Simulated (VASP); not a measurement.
# La2O3 (P-3m1) in VASP: settings compared

Aim: see how the results for La2O3 move with the level of theory and the settings. Levels: PBEsol, r2SCAN. Tasks: single point.

All numbers are computed with VASP 6.6.1; they aren't measurements. Logs are shortened: lines on timing, memory, paths and dates and some standing lists are left out, and cuts for length are marked.

**1. Starting point**

The structure is trigonal, space group P-3m1 (No. 164). The conventional cell has a = 3.904 Å, b = 3.904 Å, c = 6.032 Å, α = 90.00°, β = 90.00°, γ = 120.00°. La (site symmetry 3m) is surrounded by 7 O at 2.35 to 2.70 Å. O (site symmetry 3m) has 4 La at 2.35 to 2.42 Å as nearest neighbours. Around O (site symmetry -3m) lie 6 La at 2.70 Å.

The cell is a database's computed one.

**2. Single point, PBEsol**

The input, INCAR:

```
SYSTEM = La2O3
  PREC = Accurate
  ENCUT = 700
  EDIFF = 1E-6
  ISMEAR = 0
  SIGMA = 0.02
  LREAL = .False.
  LASPH = .True.
  NELM = 60
  ALGO = Normal
  ISIF = 2
  LWAVE = .False.
  LCHARG = .False.
  GGA = PS
  NBANDS = 28
```

The input, KPOINTS:

```
regular mesh
0
Gamma
  9 9 4
  0 0 0
```

The input, POSCAR:

```
La2O3
1.0
    3.9035800000      0.0000000000      0.0000000000
   -1.9517900000      3.3806000000      0.0000000000
    0.0000000000      0.0000000000      6.0320500000
La O
2 3
Direct
    0.6666700000      0.3333300000      0.7547500000
    0.3333300000      0.6666700000      0.2452500000
    0.6666700000      0.3333300000      0.3539600000
    0.3333300000      0.6666700000      0.6460400000
    0.0000000000      0.0000000000      0.0000000000
```

Potentials or basis: VASP PAW PBE potentials, release 64 (La, O).

The run is started by

```sh
$ cat potpaw_PBE.64/La/POTCAR potpaw_PBE.64/O/POTCAR > POTCAR
$ mpirun -np 1 vasp_std > vasp.out
```

OUTCAR:

```text
SYSTEM = La2O3
   PREC = Accurate
   ENCUT = 700
   EDIFF = 1E-6
   ISMEAR = 0
   LREAL = .False.
   LASPH = .True.
   NELM = 60
   ISIF = 2
   GGA = PS

 ion  position               nearest neighbor table
   1  0.667  0.333  0.755-   4 2.35   4 2.35   4 2.35   3 2.42   5 2.70   5 2.70   5 2.70
   2  0.333  0.667  0.245-   3 2.35   3 2.35   3 2.35   4 2.42   5 2.70   5 2.70   5 2.70
   3  0.667  0.333  0.354-   2 2.35   2 2.35   2 2.35   1 2.42
   4  0.333  0.667  0.646-   1 2.35   1 2.35   1 2.35   2 2.42
   5  0.000  0.000  0.000-   1 2.70   2 2.70   1 2.70   2 2.70   1 2.70   2 2.70

  LATTYP: Found a hexagonal cell.
 ALAT       =     3.9035800000
 C/A-ratio  =     1.5452610168

  Lattice vectors:

 A1 = (   3.9035800000,   0.0000000000,   0.0000000000)
 A2 = (  -1.9517900000,   3.3806000000,   0.0000000000)
 A3 = (   0.0000000000,   0.0000000000,   6.0320500000)

Analysis of symmetry for initial positions (statically):
=====================================================================
 Subroutine PRICEL returns:
 Original cell was already a primitive cell.

 Routine SETGRP: Setting up the symmetry group for a
 hexagonal supercell.

 Subroutine GETGRP returns: Found  4 space group operations
 (whereof  4 operations were pure point group operations)
 out of a pool of 24 trial point group operations.

The static configuration has the point symmetry C_2h.

Analysis of symmetry for dynamics (positions and initial velocities):
=====================================================================
 Subroutine PRICEL returns:
 Original cell was already a primitive cell.

 Routine SETGRP: Setting up the symmetry group for a
 hexagonal supercell.

 Subroutine GETGRP returns: Found  4 space group operations
 (whereof  4 operations were pure point group operations)
 out of a pool of 24 trial point group operations.

The dynamic configuration has the point symmetry C_2h.

 Subroutine INISYM returns: Found  4 space group operations
 (whereof  4 operations are pure point group operations),
 and found     1 'primitive' translations

----------------------------------------------------------------------------------------

                                     Primitive cell

  volume of cell :      79.6016

  direct lattice vectors                    reciprocal lattice vectors
     3.903580000  0.000000000  0.000000000     0.256175101  0.147902739  0.000000000
    -1.951790000  3.380600000  0.000000000     0.000000000  0.295805478  0.000000000
     0.000000000  0.000000000  6.032050000     0.000000000  0.000000000  0.165781119

  length of vectors
     3.903580000  3.903580480  6.032050000     0.295805515  0.295805478  0.165781119

  position of ions in fractional coordinates (direct lattice)
     0.666670000  0.333330000  0.754750000
     0.333330000  0.666670000  0.245250000
     0.666670000  0.333330000  0.353960000
     0.333330000  0.666670000  0.646040000
     0.000000000  0.000000000  0.000000000

  ion indices of the primitive-cell ions
   primitive index   ion index
                 1           1
                 2           2
                 3           3
                 4           4
                 5           5

----------------------------------------------------------------------------------------

 KPOINTS: regular mesh

Automatic generation of k-mesh.
 Grid dimensions read from file:
 generate k-points for:    9    9    4

 Generating k-lattice:

  Cartesian coordinates                     Fractional coordinates (reciprocal lattice)
     0.028463900  0.016433638  0.000000000     0.111111111  0.000000000  0.000000000
     0.000000000  0.032867275  0.000000000     0.000000000  0.111111111  0.000000000
     0.000000000  0.000000000  0.041445280     0.000000000  0.000000000  0.250000000

  Length of vectors
     0.032867279  0.032867275  0.041445280

  Shift w.r.t. Gamma in fractional coordinates (k-lattice)
     0.000000000  0.000000000  0.000000000

 Subroutine IBZKPT returns following result:
 ===========================================

 Found     95 irreducible k-points:

 Following reciprocal coordinates:
            Coordinates               Weight
  0.000000  0.000000  0.000000      1.000000
  0.111111  0.000000  0.000000      4.000000
 -0.111111  0.111111  0.000000      2.000000
  0.222222 -0.000000  0.000000      4.000000
 -0.222222  0.222222  0.000000      2.000000
  0.333333 -0.000000  0.000000      4.000000
[... 16 lines left out ...]
 -0.222222 -0.444444  0.000000      4.000000
  0.444444  0.333333  0.000000      4.000000
 [... further k-points ...]
   k-points           NKPTS =     95   k-points in BZ     NKDIM =     95   number of bands    NBANDS=     28
   number of dos      NEDOS =    301   number of ions     NIONS =      5
   total plane-waves  NPLWV =  69984
   dimension x,y,z NGX =    36 NGY =   36 NGZ =   54
   dimension x,y,z NGXF=    72 NGYF=   72 NGZF=  108
   ions per type =               2   3
   NGX,Y,Z   is equivalent  to a cutoff of  15.33, 15.33, 14.88 a.u.
   NGXF,Y,Z  is equivalent  to a cutoff of  30.66, 30.66, 29.77 a.u.
 SYSTEM =  La2O3
   PREC   = accura    normal or accurate (medium, high low for compatibility)
   ISTART =      0    job   : 0-new  1-cont  2-samecut
   ICHARG =      2    charge: 1-file 2-atom 10-const
   ISPIN  =      1    spin polarized calculation?
   LNONCOLLINEAR =      F non collinear calculations
   LSORBIT =      F    spin-orbit coupling
   LASPH  =      T    aspherical Exc in radial PAW
   ENCUT  =  700.0 eV  51.45 Ry    7.17 a.u.   8.42  8.42 13.01*2*pi/ulx,y,z
   NELM   =     60;   NELMIN=  2; NELMDL= -5     # of ELM steps
   EDIFF  = 0.1E-05   stopping-criterion for ELM
   LREAL  =      F    real-space projection
   EDIFFG = 0.1E-04   stopping-criterion for IOM
   NSW    =      0    number of steps for IOM
   IBRION =     -1    ionic relax: 0-MD 1-quasi-New 2-CG
   NFREE  =      0    steps in history (QN), initial steepest desc. (CG)
   ISIF   =      2    stress and relaxation
   ISYM   =      2    0-nonsym 1-usesym 2-fastsym
   POTIM  = 0.5000    time-step for ionic-motion
   TEBEG  =    0.0;   TEEND  =   0.0 temperature during run
   PSTRESS=    0.0 pullay stress
   NELECT =      40.0000    total number of electrons
   NUPDOWN=      -1.0000    fix difference up-down
   EMIN   =  10.00;   EMAX   =-10.00  energy-range for DOS
   EFERMI =   0.00;   METHOD = LEGACY
   ISMEAR =     0;   SIGMA  =   0.02  broadening in eV -4-tet -1-fermi 0-gaus
   EFERMI_NEDOS =   21; number of points for ismear=-14 and -15
   IALGO  =     38    algorithm
   IMIX   =      4    mixing-type and parameters
     AMIX     =   0.40;   BMIX     =  1.00
     AMIX_MAG =   1.60;   BMIX_MAG =  1.00
  volume/ion in A,a.u.               =      15.92       107.44
  Fermi-wavevector in a.u.,A,eV,Ry     =   1.301530  2.459535 23.048006  1.693981
  Thomas-Fermi vector in A             =   2.432658
   LORBIT       =      0    0 simple, 1 ext, 2 COOP (PROOUT), +10 PAW based schemes
   GGA     = PS    functional components
   LHFCALC =     F    Hartree Fock is set to
   AEXX    =    0.0000 exact exchange contribution
   IVDW    =     0    specifies the selected vdW correction
   LEPSILON=     F    determine dielectric tensor
   LRPA    =     F    only Hartree local field effects (RPA)
 non-spin polarized calculation
 Gauss-broadening in eV      SIGMA  =   0.02
  energy-cutoff  :      700.00
  volume of cell :       79.60
 maximum number of plane-waves:      3373
 NGX is ok and might be reduce to    36
   NGX = 17   NGY = 17   NGZ = 27

 number of electron      40.0000002 magnetization

 Free energy of the ion-electron system (eV)
  ---------------------------------------------------
  ext. energy  EPLUGINS =         0.00000000
  ---------------------------------------------------
  free energy    TOTEN  =       -43.72284794 eV

  energy without entropy =      -43.72284794  energy(sigma->0) =      -43.72284794

 E-fermi :   6.2028     XC(G=0): -10.8579

 val. band max:        6.0801130389   @ k =  -0.4444   0.4444   0.5000
 cond. band min:       9.8818120364   @ k =   0.3333   0.3333   0.0000
 fundamental gap:      3.8016989975
 Fermi energy:         6.2027656692

 k-point     1 :       0.0000    0.0000    0.0000
  band No.  band energies     occupation
      1     -23.5943      2.00000
      2     -23.3068      2.00000
      3     -10.8975      2.00000
      4      -9.5621      2.00000
      5      -9.1232      2.00000
      6      -7.0618      2.00000
[... 20 lines left out ...]
     27      11.6752      0.00000
     28      11.9226      0.00000

 k-point     2 :       0.1111    0.0000    0.0000
  band No.  band energies     occupation
      1     -23.5700      2.00000
      2     -23.2972      2.00000
      3     -10.8889      2.00000
      4      -9.8069      2.00000
      5      -9.3130      2.00000
      6      -7.1186      2.00000
[... 20 lines left out ...]
     27      11.7690      0.00000
     28      11.9524      0.00000

 k-point     3 :      -0.1111    0.1111    0.0000
  band No.  band energies     occupation
      1     -23.5700      2.00000
      2     -23.2972      2.00000
      3     -10.8889      2.00000
      4      -9.8069      2.00000
      5      -9.3130      2.00000
      6      -7.1187      2.00000
[... 20 lines left out ...]
     27      11.7688      0.00000
     28      11.9407      0.00000

 k-point     4 :       0.2222   -0.0000    0.0000
  band No.  band energies     occupation
      1     -23.5053      2.00000
      2     -23.2748      2.00000
      3     -10.9271      2.00000
      4     -10.3246      2.00000
      5      -9.5575      2.00000
      6      -7.2487      2.00000
[... 578 lines left out ...]
     27      11.6895      0.00000
     28      11.7877      0.00000

 k-point    23 :      -0.2222   -0.4444    0.0000
  band No.  band energies     occupation
      1     -23.3241      2.00000
      2     -23.2587      2.00000
      3     -11.2045      2.00000
      4     -11.1220      2.00000
      5      -9.6691      2.00000
      6      -7.6344      2.00000
[... 20 lines left out ...]
     27      11.6878      0.00000
     28      11.8015      0.00000

 k-point    24 :       0.4444    0.3333    0.0000
  band No.  band energies     occupation
      1     -23.3241      2.00000
      2     -23.2587      2.00000
      3     -11.2045      2.00000
      4     -11.1220      2.00000
      5      -9.6691      2.00000
      6      -7.6344      2.00000
[... 20 lines left out ...]
     27      11.6927      0.00000
     28      11.7921      0.00000

 [... further k-points ...]
[... 5 lines left out ...]
  --------------------------------------------------------------------------------------
  -------------------------------------------------------------------------------------
  Total        0.0252108      0.0257564      0.0411336      0.0004725      0.0015660     -0.0027125
  in kB        0.5074298      0.5184103      0.8279146      0.0095093      0.0315205     -0.0545952
  external PRESSURE =       0.6179182 kB  Pullay stress =       0.0000000 kB

 VOLUME and BASIS-vectors are now :
 -----------------------------------------------------------------------------
  energy-cutoff  :      700.00
  volume of cell :       79.60
      direct lattice vectors                 reciprocal lattice vectors
     3.903580000  0.000000000  0.000000000     0.256175101  0.147902739  0.000000000
    -1.951790000  3.380600000  0.000000000     0.000000000  0.295805478  0.000000000
     0.000000000  0.000000000  6.032050000     0.000000000  0.000000000  0.165781119

 POSITION                                       TOTAL-FORCE (eV/Angst)
 -----------------------------------------------------------------------------------
      1.95181      1.12686      4.55269        -0.000208      0.000120     -0.004545
     -0.00002      2.25374      1.47936         0.000208     -0.000120      0.004545
      1.95181      1.12686      2.13510        -0.000249      0.000144     -0.003909
     -0.00002      2.25374      3.89695         0.000249     -0.000144      0.003909
      0.00000      0.00000      0.00000         0.000000      0.000000      0.000000
 -----------------------------------------------------------------------------------
    total drift:                               -0.000000     -0.000000      0.000000

  FREE ENERGIE OF THE ION-ELECTRON SYSTEM (eV)
  ---------------------------------------------------
  free  energy   TOTEN  =       -43.7228479364 eV

  energy  without entropy=      -43.7228479364  energy(sigma->0) =      -43.72284794
```

Run time: 3.1 min. Hardware: 1 thread of Intel Xeon 6975P-C (Granite Rapids), shared host; peak memory 0.47 GiB.

What came out:

| Quantity | Value |
| --- | --- |
| Free energy | -43.7228 eV |
| Pressure | 0.1 GPa |
| Largest force | 0.005 eV/Å |
| Band gap on the k mesh | 3.80 eV, indirect (least direct gap 3.87 eV) |

Forces in eV/Å, atoms in the order of the input:
```
La   0.000  0.000 -0.005
La   0.000  0.000  0.005
O    0.000  0.000 -0.004
O    0.000  0.000  0.004
O    0.000  0.000  0.000
```

Caveat: the PAW data sets were made with another functional, which shifts forces and pressure a little; spin-orbit coupling is left out, which moves the levels of the heavy elements; an odd mesh through Γ misses points on the zone boundary, where band edges often lie. As with any semilocal functional, this PBEsol gap is likely too small.

**3. Single point, PBEsol**

INCAR, as its differences from that of step 2:

```diff
@@ -2,3 +2,3 @@
   PREC = Accurate
-  ENCUT = 700
+  ENCUT = 520
   EDIFF = 1E-6
```

The input, KPOINTS:

```
regular mesh
0
Gamma
  12 12 6
  0 0 0
```

POSCAR is that of step 2.

Potentials or basis: VASP PAW PBE potentials, release 64 (La, O).

The run is started by

```sh
$ cat potpaw_PBE.64/La/POTCAR potpaw_PBE.64/O/POTCAR > POTCAR
$ mpirun -np 1 vasp_std > vasp.out
```

Wall time 4.9 min (1 thread of Intel Xeon 6975P-C (Granite Rapids), shared host); peak memory 0.59 GiB.

It converged, with:

| Property | Result |
| --- | --- |
| Free energy | -43.7093 eV |
| Pressure | 0.1 GPa |
| Largest force | 0.003 eV/Å |
| Band gap on the k mesh | 3.78 eV, indirect (least direct gap 3.87 eV) |

Forces on the atoms (eV/Å):
```
La   0.000  0.000  0.000
La   0.000  0.000  0.000
O    0.000  0.000 -0.003
O    0.000  0.000  0.003
O    0.000  0.000  0.000
```

Levels at points of the mesh, in eV from the valence-band top:
```tsv
k point	band 16	band 17	band 18	band 19	band 20	band 21	band 22	band 23	band 24	band 25
(0.00, 0.00, 0.00)	-2.14	-1.77	-0.44	-0.44	-0.16	4.31	4.57	4.57	5.26	5.57
(0.50, 0.00, 0.00)	-0.78	-0.76	-0.67	-0.43	-0.32	3.81	4.79	5.32	5.36	5.46
(0.50, 0.50, 0.00)	-0.78	-0.76	-0.67	-0.43	-0.32	3.81	4.79	5.32	5.36	5.46
(0.00, 0.00, 0.50)	-1.98	-1.07	-0.87	-0.33	-0.33	4.77	4.77	4.78	5.10	5.58
(0.50, 0.00, 0.50)	-1.02	-0.97	-0.78	-0.38	-0.01	4.46	4.66	5.21	5.38	5.45
(0.50, 0.50, 0.50)	-1.02	-0.97	-0.78	-0.38	-0.01	4.46	4.66	5.21	5.38	5.45
```

Caveat: the PAW data sets were made with another functional, which shifts forces and pressure a little; spin-orbit coupling is left out, which moves the levels of the heavy elements. PBEsol gaps usually lie below the measured ones, often by a third to a half.

**4. Single point, PBEsol**

INCAR, as its differences from that of step 3:

```diff
@@ -5,3 +5,3 @@
   ISMEAR = 0
-  SIGMA = 0.02
+  SIGMA = 0.5
   LREAL = .False.
```

The input, KPOINTS:

```
regular mesh
0
Gamma
  9 9 4
  0 0 0
```

POSCAR is that of step 3.

The run is started by

```sh
$ cat potpaw_PBE.64/La/POTCAR potpaw_PBE.64/O/POTCAR > POTCAR
$ mpirun -np 1 vasp_std > vasp.out
```

Run time: 2.1 min. Hardware: 1 thread of Intel Xeon 6975P-C (Granite Rapids), shared host; peak memory 0.34 GiB.

It converged, with:

```yaml
Free_energy: -43.7093 eV
Pressure: 0.1 GPa
Largest_force: 0.003 eV/Å
Band_gap_on_the_k_mesh: 3.80 eV, indirect (least direct gap 3.87 eV)
```

Forces in eV/Å, atoms in the order of the input:
```
La   0.000  0.000  0.000
La   0.000  0.000  0.000
O    0.000  0.000 -0.003
O    0.000  0.000  0.003
O    0.000  0.000  0.000
```

Levels at points of the mesh, in eV from the valence-band top:
| k point | band 18 | band 19 | band 20 | band 21 | band 22 | band 23 |
| --- | --- | --- | --- | --- | --- | --- |
| (0.00, 0.00, 0.00) | -0.42 | -0.42 | -0.14 | 4.33 | 4.59 | 4.59 |
| (0.00, 0.00, 0.50) | -0.85 | -0.31 | -0.31 | 4.79 | 4.79 | 4.80 |

Caveat: the PAW data sets were made with another functional, which shifts forces and pressure a little; spin-orbit coupling is left out, which moves the levels of the heavy elements; an odd mesh through Γ misses points on the zone boundary, where band edges often lie.

(Part 1 of 2 ends here.)
